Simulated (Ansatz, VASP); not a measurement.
## BaTiO3 in VASP and in Ansatz

```
CELL_PARAMETERS angstrom
3.92422 0.00000 0.00000
0.00000 3.92422 0.00000
0.00000 0.00000 3.92422
ATOMIC_POSITIONS crystal
Ba 0.50000 0.50000 0.50000
Ti 0.00000 0.00000 0.00000
O 0.00000 0.00000 0.50000
O 0.00000 0.50000 0.00000
O 0.50000 0.00000 0.00000
```

Alike in both runs: task single point; functional PBEsol; k mesh 7 × 7 × 7; occupations fermi-dirac, width 0.05 eV; no spin polarisation.

|  | VASP | Ansatz |
| --- | --- | --- |
| version | VASP 6.6.1 | Ansatz 0.2.0 |
| potentials or method | VASP PAW PBE potentials, release 64 (Ba_sv, Ti_sv, O) | Ansatz PAW |
| plane-wave cutoff (eV) | 520 | 420 |
| valence electrons in the cell | 40 | 40 |

Ansatz gave:

```
gap on the k mesh at the Fermi level (eV) : 1.92
least direct gap on the mesh (eV)         : 1.92
pressure (GPa)                            : 6.8
```

Task: What did VASP give for the same quantities?

Result: gap on the k mesh at the Fermi level (eV): 1.88; least direct gap on the mesh (eV): 1.89; pressure (GPa): 9.0.

Caveats: spin-orbit coupling is left out, which moves the levels of the heavy elements; the PAW data sets were made with another functional, which shifts forces and pressure a little (VASP); an odd mesh through Γ misses points on the zone boundary, where band edges often lie (VASP); odd divisions of the mesh miss points on the zone boundary, where band edges often lie, so the gap on the mesh can be too wide (Ansatz); the pressure holds a Pulay correction of +0.6 GPa for the finite cutoff (Ansatz); the PAW data sets come from PBE, with cores solved anew for the run's functional, which leaves a small shift of forces and pressure (Ansatz). A hybrid or GW would open this gap; PBEsol tends to underestimate it.
